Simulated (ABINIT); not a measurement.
AlV2C:

```
CELL_PARAMETERS angstrom
2.88760 0.00000 0.00000
-1.44380 2.50073 0.00000
0.00000 0.00000 13.10482
ATOMIC_POSITIONS crystal
V 0.33333 0.66667 0.91362
V 0.66667 0.33333 0.08638
V 0.66667 0.33333 0.41362
V 0.33333 0.66667 0.58638
Al 0.66667 0.33333 0.75000
Al 0.33333 0.66667 0.25000
C 0.00000 0.00000 0.50000
C 0.00000 0.00000 0.00000
```

The cell comes from a database or a generator and needn't be the stable form of this composition.

```yaml
Program: ABINIT 10.8.3 (patched build)
Task: single point
Functional: PBE
Potentials_or_basis: JTH PAW PBE v2.0
Cutoff: 517 eV
k_mesh: 11 × 11 × 2
Occupations: fermi-dirac, width 0.05 eV
Spin: collinear spin, ferromagnetic start
Starting_moments: "[2.0, 2.0, 2.0, 2.0, 0.0, 0.0, 0.0, 0.0] μB"
```

On this cell: pressure 2.8 GPa; largest force 0.109 eV/Å; net moment 0.00 μB per cell; band gap on the k mesh none (metal or under the smearing width).

The same run follows on a disturbed copy (atoms moved at random, drawn with an rms of 0.05 Å):

```
CELL_PARAMETERS angstrom
2.88760 0.00000 0.00000
-1.44380 2.50073 0.00000
0.00000 0.00000 13.10482
ATOMIC_POSITIONS crystal
V 0.31809 0.65010 0.91423
V 0.67445 0.32110 0.08488
V 0.65843 0.33339 0.41243
V 0.33123 0.68075 0.58535
Al 0.66351 0.33142 0.74736
Al 0.34429 0.67667 0.24979
C 0.98037 0.98478 0.49697
C 0.00309 0.01206 0.00002
```

Q: What changes?

A: The energy (extrapolated to zero smearing) moves by +14.3 meV/atom; pressure 3.7 GPa; largest force 1.423 eV/Å; net moment 0.00 μB per cell; band gap on the k mesh none (metal or under the smearing width).

Forces in eV/Å, atoms in the order of the input:
```
V    0.144  0.813 -0.369
V   -0.614  0.680  0.362
V   -0.021 -0.354 -0.064
V   -0.056 -0.732 -0.358
Al  -0.051  0.018  0.290
Al  -0.045 -0.118 -0.144
C    0.209  1.041  0.424
C    0.435 -1.348 -0.140
```

Stress tensor (GPa, compression positive):
```
 3.69 -0.36 -0.82
-0.36  4.08 -0.45
-0.82 -0.45  3.36
```

Caveats: the atomic spheres overlap (some runs).
